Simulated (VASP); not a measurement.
H2Os: single point with PBE

Crystal: H2Os.

```
H Os
1.0
     2.49177    0.00000    0.00000
     0.00000    2.49177    0.00000
     0.00000    0.00000    4.60226
H Os
2 1
Direct
  0.50000 0.50000 0.39504
  0.50000 0.50000 0.60496
  0.50000 0.50000 0.00000
```

The cell was built by a generator and needn't be a form met in nature.

| Quantity | Value |
| --- | --- |
| Program | VASP 6.6.1 |
| Task | single point |
| Functional | PBE |
| Potentials or basis | VASP PAW PBE potentials, release 64 (H, Os) |
| Cutoff | 520 eV |
| k mesh | 11 × 11 × 6 |
| Occupations | fermi-dirac, width 0.05 eV |
| Spin | no spin polarisation |
| Further INCAR settings | ALGO = Normal; EDIFF = 1e-07; NBANDS = 12 |

* Pressure: 0.1 GPa
* Largest force: 0.049 eV/Å
* Band gap on the k mesh: none (metal or under the smearing width)

Forces on the atoms (eV/Å):
```
H    0.000  0.000  0.049
H    0.000  0.000 -0.049
Os   0.000  0.000  0.000
```

Stress tensor (GPa, compression positive):
```
 0.29  0.00  0.00
 0.00  0.29  0.00
 0.00  0.00 -0.41
```

Levels at points of the mesh, in eV from the Fermi level:
| k point | band 2 | band 3 | band 4 | band 5 | band 6 | band 7 | band 8 | band 9 |
| --- | --- | --- | --- | --- | --- | --- | --- | --- |
| (0.00, 0.00, 0.00) | -6.96 | -5.79 | -0.71 | 1.03 | 1.03 | 2.71 | 2.98 | 13.24 |
| (0.00, 0.00, 0.50) | -7.77 | -5.79 | -4.59 | 0.99 | 0.99 | 2.98 | 6.79 | 13.50 |

Run time: 20 s on 1 thread of Intel(R) Xeon(R) Platinum 8375C CPU @ 2.90GHz (Ice Lake), with other jobs on the host, peak memory 0.16 GiB.

Spin-orbit coupling is left out, which matters for the levels of Os.
